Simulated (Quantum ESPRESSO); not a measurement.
The system is Ir.

```
Ir
1.0
     2.75138    0.00000    0.00000
    -1.37569    2.38276    0.00000
     0.00000    0.00000    4.46229
Ir
2
Direct
  0.33333 0.66667 0.25000
  0.66667 0.33333 0.75000
```

This isn't the form of Ir at room conditions, which is fcc.

```yaml
Program: Quantum ESPRESSO 7.5
Task: relaxation of cell and atoms
Functional: PBEsol
Dispersion: D3
Potentials_or_basis: GBRV 1.5 PBEsol
Cutoff: 612 eV
Density_cutoff: 4898 eV
k_mesh: 11 × 11 × 6
Occupations: fermi-dirac, width 0.05 eV
Spin: no spin polarisation
```

At the start: pressure -17.7 GPa; volume 14.63 Å³/atom.

Task: How do energy, volume and symmetry change on relaxing?

Result: Over 4 steps the energy falls by 41.0 meV/atom and the volume is 13.91 Å³/atom (-4.9 %); space group P6_3/mmc (No. 194, to 0.05 Å).

The path:
```tsv
step	energy change (eV)	largest force (eV/Å)	pressure (GPa)	volume (Å³)
1	0.0000	0.0000	-17.69	29.25
2	-0.0741	0.0000	-6.02	28.26
3	-0.0820	0.0000	0.50	27.78
4	-0.0821	0.0000	-0.01	27.82
```

Final structure:
```
Ir
1.0
     2.70590    0.00000    0.00000
    -1.35295    2.34338    0.00000
     0.00000    0.00000    4.38736
Ir
2
Direct
  0.33333 0.66667 0.25000
  0.66667 0.33333 0.75000
```

Caveat: pairwise dispersion overbinds metals, which lowers pressure and volume.
